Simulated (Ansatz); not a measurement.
RuO₂:
```cif
data_O4Ru2
_chemical_formula_sum 'Ru2 O4'
_space_group_name_H-M_alt 'P42/mnm'
_space_group_IT_number 136
_space_group_name_Hall '-P 4n 2n'
_cell_length_a 4.52347
_cell_length_b 4.52347
_cell_length_c 3.12045
_cell_angle_alpha 90.000
_cell_angle_beta 90.000
_cell_angle_gamma 90.000
loop_
_atom_site_label
_atom_site_type_symbol
_atom_site_symmetry_multiplicity
_atom_site_Wyckoff_symbol
_atom_site_fract_x
_atom_site_fract_y
_atom_site_fract_z
_atom_site_occupancy
Ru1 Ru 2 a 0.00000 0.00000 0.00000 1
O1 O 4 f 0.30571 0.30571 0.00000 1
```

Relaxed with PBE (plane waves, PAW; program Ansatz). Indices refer to the conventional cell of P4_2/mnm, a = b = 4.5235 Å, c = 3.1205 Å, α = β = γ = 90.00°.

Simulate the powder diffraction pattern (Mo Kα, λ = 0.71073 Å; lines above 1 %) up to 2θ = 45°.

Simulated powder pattern, Mo Kα, λ = 0.71073 Å (kinematic, ideal powder, no thermal factors, no anomalous dispersion; the 30 strongest lines at most, above 1 %, up to 2θ = 45°):

```tsv
2θ (°)	d (Å)	I/Imax (%)	hkl
12.76	3.199	100	(110)
15.90	2.569	83	(101)
18.08	2.262	21	(200)
18.31	2.234	5.3	(111)
20.23	2.023	1.8	(210)
24.17	1.697	73	(211)
25.68	1.599	18	(220)
26.33	1.560	9.8	(002)
28.77	1.430	16	(310)
29.36	1.402	19	(112)
30.35	1.358	23	(301)
32.13	1.284	8.8	(202)
35.55	1.164	14	(321)
36.63	1.131	4.6	(400)
37.11	1.117	10	(222)
38.94	1.066	4.7	(330)
39.39	1.054	12	(312)
40.16	1.035	12	(411)
41.04	1.014	5.1	(103)
41.14	1.011	5.5	(420)
```

The PBE relaxation kept the symmetry of its start. No spin polarisation was allowed.

Potentials: the earlier of the program's two PAW sets.
